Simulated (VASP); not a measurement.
# Bi (R-3m) in VASP: single point with PBE

Aim: the single point of Bi with PBE.

Everything below comes from runs of VASP 6.6.1. Logs are shortened: lines on timing, memory, paths and dates and some standing lists are left out, and cuts for length are marked.

## 1. The structure

The structure is trigonal, space group R-3m (No. 166). The conventional cell has a = 4.535 Å, b = 4.535 Å, c = 11.814 Å, α = 90.00°, β = 90.00°, γ = 120.00°. Bi (site symmetry 3m) is surrounded by 6 Bi at 3.06 to 3.52 Å.

## 2. Single point, PBE

INCAR reads:

```
SYSTEM = Bi
ALGO     = Normal         ! electronic algorithm
EDIFF    = 1E-6           ! SCF threshold, eV
ENCUT    = 520            ! plane-wave cutoff, eV
GGA      = PE             ! functional
ISIF     = 2              ! what is computed and relaxed
ISMEAR   = 0              ! smearing method
LASPH    = .TRUE.         ! aspherical terms in the spheres
LCHARG   = .TRUE.         ! write CHGCAR
LELF     = .TRUE.         ! ELF
LREAL    = .FALSE.        ! projectors in reciprocal space
LVHAR    = .TRUE.       
LWAVE    = .FALSE.        ! write WAVECAR
NELM     = 80             ! most SCF steps
PREC     = Accurate       ! precision mode
SIGMA    = 0.02           ! smearing width, eV
```

KPOINTS reads:

```
k-points
0
G
  3 3 3
  0 0 0
```

POSCAR reads:

```
Bi
1.0
    2.2675000000      1.3091417354      3.9380000000
   -2.2675000000      1.3091417354      3.9380000000
    0.0000000000     -2.6182834708      3.9380000000
Bi
2
Direct
    0.7660000000      0.7660000000      0.7660000000
    0.2340000000      0.2340000000      0.2340000000
```

Potentials or basis: VASP PAW PBE potentials, release 64 (Bi_d).

The run is started by

```
cat potpaw_PBE.64/Bi_d/POTCAR > POTCAR
mpirun -np 1 vasp_std > vasp.out
```

OUTCAR:

```text
SYSTEM = Bi
   EDIFF = 1E-6
   ENCUT = 520
   GGA = PE
   ISIF = 2
   ISMEAR = 0
   LASPH = .TRUE.
   LREAL = .FALSE.
   NELM = 80
   PREC = Accurate

 ion  position               nearest neighbor table
   1  0.766  0.766  0.766-   2 3.06   2 3.06   2 3.06   2 3.52   2 3.52   2 3.52
   2  0.234  0.234  0.234-   1 3.06   1 3.06   1 3.06   1 3.52   1 3.52   1 3.52

  LATTYP: Found a trigonal (rhomboedric) cell.
 ALAT       =     4.7289800521
 COS(alpha) =     0.5401781303

  Lattice vectors:

 A1 = (   2.2675000000,   1.3091417354,   3.9380000000)
 A2 = (  -2.2675000000,   1.3091417354,   3.9380000000)
 A3 = (   0.0000000000,  -2.6182834708,   3.9380000000)

Analysis of symmetry for initial positions (statically):
=====================================================================
 Subroutine PRICEL returns:
 Original cell was already a primitive cell.

 Routine SETGRP: Setting up the symmetry group for a
 trigonal (rhombohedral) supercell.

 Subroutine GETGRP returns: Found 12 space group operations
 (whereof 12 operations were pure point group operations)
 out of a pool of 12 trial point group operations.

The static configuration has the point symmetry D_3d.

Analysis of symmetry for dynamics (positions and initial velocities):
=====================================================================
 Subroutine PRICEL returns:
 Original cell was already a primitive cell.

 Routine SETGRP: Setting up the symmetry group for a
 trigonal (rhombohedral) supercell.

 Subroutine GETGRP returns: Found 12 space group operations
 (whereof 12 operations were pure point group operations)
 out of a pool of 12 trial point group operations.

The dynamic configuration has the point symmetry D_3d.

 Subroutine INISYM returns: Found 12 space group operations
 (whereof 12 operations are pure point group operations),
 and found     1 'primitive' translations

----------------------------------------------------------------------------------------

                                     Primitive cell

  volume of cell :      70.1392

  direct lattice vectors                    reciprocal lattice vectors
     2.267500000  1.309141735  3.938000000     0.220507166  0.127309872  0.084645336
    -2.267500000  1.309141735  3.938000000    -0.220507166  0.127309872  0.084645336
     0.000000000 -2.618283471  3.938000000     0.000000000 -0.254619744  0.084645336

  length of vectors
     4.728980052  4.728980052  4.728980052     0.268320791  0.268320791  0.268320791

  position of ions in fractional coordinates (direct lattice)
     0.766000000  0.766000000  0.766000000
     0.234000000  0.234000000  0.234000000

  ion indices of the primitive-cell ions
   primitive index   ion index
                 1           1
                 2           2

----------------------------------------------------------------------------------------

 KPOINTS: k-points

Automatic generation of k-mesh.
 Grid dimensions read from file:
 generate k-points for:    3    3    3

 Generating k-lattice:

  Cartesian coordinates                     Fractional coordinates (reciprocal lattice)
     0.073502389  0.042436624  0.028215112     0.333333333 -0.000000000  0.000000000
    -0.073502389  0.042436624  0.028215112    -0.000000000  0.333333333  0.000000000
     0.000000000 -0.084873248  0.028215112     0.000000000  0.000000000  0.333333333

  Length of vectors
     0.089440264  0.089440264  0.089440264

  Shift w.r.t. Gamma in fractional coordinates (k-lattice)
     0.000000000  0.000000000  0.000000000

 Subroutine IBZKPT returns following result:
 ===========================================

 Found      6 irreducible k-points:

 Following reciprocal coordinates:
            Coordinates               Weight
  0.000000  0.000000  0.000000      1.000000
  0.333333  0.000000  0.000000      6.000000
  0.333333  0.333333  0.000000      6.000000
 -0.333333  0.333333  0.000000      6.000000
  0.333333  0.333333  0.333333      2.000000
 -0.333333  0.333333  0.333333      6.000000
   k-points           NKPTS =      6   k-points in BZ     NKDIM =      6   number of bands    NBANDS=     19
   number of dos      NEDOS =    301   number of ions     NIONS =      2
   total plane-waves  NPLWV =  46656
   dimension x,y,z NGX =    36 NGY =   36 NGZ =   36
   dimension x,y,z NGXF=    72 NGYF=   72 NGZF=   72
   ions per type =               2
   NGX,Y,Z   is equivalent  to a cutoff of  12.66, 12.66, 12.66 a.u.
   NGXF,Y,Z  is equivalent  to a cutoff of  25.31, 25.31, 25.31 a.u.
 SYSTEM =  Bi
   PREC   = accura    normal or accurate (medium, high low for compatibility)
   ISTART =      0    job   : 0-new  1-cont  2-samecut
   ICHARG =      2    charge: 1-file 2-atom 10-const
   ISPIN  =      1    spin polarized calculation?
   LNONCOLLINEAR =      F non collinear calculations
   LSORBIT =      F    spin-orbit coupling
   LASPH  =      T    aspherical Exc in radial PAW
   ENCUT  =  520.0 eV  38.22 Ry    6.18 a.u.   8.79  8.79  8.79*2*pi/ulx,y,z
   NELM   =     80;   NELMIN=  2; NELMDL= -5     # of ELM steps
   EDIFF  = 0.1E-05   stopping-criterion for ELM
   LREAL  =      F    real-space projection
   EDIFFG = 0.1E-04   stopping-criterion for IOM
   NSW    =      0    number of steps for IOM
   IBRION =     -1    ionic relax: 0-MD 1-quasi-New 2-CG
   NFREE  =      0    steps in history (QN), initial steepest desc. (CG)
   ISIF   =      2    stress and relaxation
   ISYM   =      2    0-nonsym 1-usesym 2-fastsym
   POTIM  = 0.5000    time-step for ionic-motion
   TEBEG  =    0.0;   TEEND  =   0.0 temperature during run
   PSTRESS=    0.0 pullay stress
   NELECT =      30.0000    total number of electrons
   NUPDOWN=      -1.0000    fix difference up-down
   EMIN   =  10.00;   EMAX   =-10.00  energy-range for DOS
   EFERMI =   0.00;   METHOD = LEGACY
   ISMEAR =     0;   SIGMA  =   0.02  broadening in eV -4-tet -1-fermi 0-gaus
   EFERMI_NEDOS =   21; number of points for ismear=-14 and -15
   IALGO  =     38    algorithm
   IMIX   =      4    mixing-type and parameters
     AMIX     =   0.40;   BMIX     =  1.00
     AMIX_MAG =   1.60;   BMIX_MAG =  1.00
  volume/ion in A,a.u.               =      35.07       236.66
  Fermi-wavevector in a.u.,A,eV,Ry     =   1.233469  2.330919 20.700530  1.521446
  Thomas-Fermi vector in A             =   2.368198
   LORBIT       =      0    0 simple, 1 ext, 2 COOP (PROOUT), +10 PAW based schemes
   GGA     = PE    functional components
   LHFCALC =     F    Hartree Fock is set to
   AEXX    =    0.0000 exact exchange contribution
   IVDW    =     0    specifies the selected vdW correction
   LEPSILON=     F    determine dielectric tensor
   LRPA    =     F    only Hartree local field effects (RPA)
 non-spin polarized calculation
 Gauss-broadening in eV      SIGMA  =   0.02
  energy-cutoff  :      520.00
  volume of cell :       70.14
 maximum number of plane-waves:      1934
   NGX = 17   NGY = 17   NGZ = 17

 number of electron      30.0000003 magnetization

 Free energy of the ion-electron system (eV)
  ---------------------------------------------------
  ext. energy  EPLUGINS =         0.00000000
  ---------------------------------------------------
  free energy    TOTEN  =        -7.90683027 eV

  energy without entropy =       -7.90683027  energy(sigma->0) =       -7.90683027

 E-fermi :   5.7026     XC(G=0):  -9.5391

 val. band max:        5.5759993717   @ k =   0.3333   0.0000   0.0000
 cond. band min:       6.9205742847   @ k =   0.3333   0.0000   0.0000
 fundamental gap:      1.3445749130
 Fermi energy:         5.7025703564

 k-point     1 :       0.0000    0.0000    0.0000
  band No.  band energies     occupation
      1     -16.5445      2.00000
      2     -16.5445      2.00000
      3     -16.3942      2.00000
      4     -16.3942      2.00000
      5     -16.3807      2.00000
      6     -16.2109      2.00000
[... 11 lines left out ...]
     18       9.3685      0.00000
     19      12.0133      0.00000

 k-point     2 :       0.3333    0.0000    0.0000
  band No.  band energies     occupation
      1     -16.4768      2.00000
      2     -16.4500      2.00000
      3     -16.3690      2.00000
      4     -16.3392      2.00000
      5     -16.3265      2.00000
      6     -16.2666      2.00000
[... 11 lines left out ...]
     18       7.8238      0.00000
     19      12.2636      0.00000

 k-point     3 :       0.3333    0.3333    0.0000
  band No.  band energies     occupation
      1     -16.5342      2.00000
      2     -16.4039      2.00000
      3     -16.4005      2.00000
      4     -16.3235      2.00000
      5     -16.3210      2.00000
      6     -16.2663      2.00000
[... 11 lines left out ...]
     18      10.7650      0.00000
     19      11.3333      0.00000

 k-point     4 :      -0.3333    0.3333    0.0000
  band No.  band energies     occupation
      1     -16.4886      2.00000
      2     -16.3852      2.00000
      3     -16.3345      2.00000
      4     -16.3329      2.00000
      5     -16.3252      2.00000
      6     -16.2825      2.00000
[... 11 lines left out ...]
     18      11.8797      0.00000
     19      12.0170      0.00000

 k-point     5 :       0.3333    0.3333    0.3333
  band No.  band energies     occupation
      1     -16.4805      2.00000
      2     -16.4805      2.00000
      3     -16.3682      2.00000
      4     -16.3682      2.00000
      5     -16.3531      2.00000
      6     -16.2361      2.00000
[... 11 lines left out ...]
     18       7.6400      0.00000
     19      12.1526      0.00000

 k-point     6 :      -0.3333    0.3333    0.3333
  band No.  band energies     occupation
      1     -16.4714      2.00000
      2     -16.4401      2.00000
      3     -16.3731      2.00000
      4     -16.3304      2.00000
      5     -16.3191      2.00000
      6     -16.2639      2.00000
[... 11 lines left out ...]
     18      11.6805      0.00000
     19      11.9142      0.00000

------------------------ aborting loop because EDIFF is reached ----------------------------------------

  FORCE on cell =-STRESS in cart. coord.  units (eV):
  Direction    XX          YY          ZZ          XY          YZ          ZX
  --------------------------------------------------------------------------------------
  -------------------------------------------------------------------------------------
  Total        1.0638949      1.0638949      0.3284236      0.0000000     -0.0000000      0.0000000
  in kB       24.3023559     24.3023559      7.5021199      0.0000000     -0.0000000      0.0000000
  external PRESSURE =      18.7022773 kB  Pullay stress =       0.0000000 kB

 VOLUME and BASIS-vectors are now :
 -----------------------------------------------------------------------------
  energy-cutoff  :      520.00
  volume of cell :       70.14
      direct lattice vectors                 reciprocal lattice vectors
     2.267500000  1.309141735  3.938000000     0.220507166  0.127309872  0.084645336
    -2.267500000  1.309141735  3.938000000    -0.220507166  0.127309872  0.084645336
     0.000000000 -2.618283471  3.938000000     0.000000000 -0.254619744  0.084645336

 POSITION                                       TOTAL-FORCE (eV/Angst)
 -----------------------------------------------------------------------------------
      0.00000      0.00000      9.04952         0.000000      0.000000     -0.021520
      0.00000      0.00000      2.76448         0.000000     -0.000000      0.021520
 -----------------------------------------------------------------------------------
    total drift:                               -0.000000      0.000000     -0.000000

  FREE ENERGIE OF THE ION-ELECTRON SYSTEM (eV)
  ---------------------------------------------------
  free  energy   TOTEN  =        -7.9068302738 eV

  energy  without entropy=       -7.9068302738  energy(sigma->0) =       -7.90683027
```

It took 5.6 s on 1 thread of Intel Xeon 6975P-C (Granite Rapids), shared host; peak memory 0.19 GiB.

What came out:

```
Free energy            : -7.9068 eV
Pressure               : 1.9 GPa
Largest force          : 0.022 eV/Å
Band gap on the k mesh : 1.34 eV, direct
```

Forces on the atoms (eV/Å):
```
Bi   0.000  0.000 -0.022
Bi   0.000  0.000  0.022
```

Stress tensor (GPa, compression positive):
```
2.43 0.00 0.00
0.00 2.43 0.00
0.00 0.00 0.75
```

Caveat: the k mesh is coarse (spacing up to 0.56 Å⁻¹), so the values aren't converged; spin-orbit coupling is left out, which as a rule narrows the gap of such compounds by several tenths of an eV; an odd mesh through Γ misses points on the zone boundary, where band edges often lie.
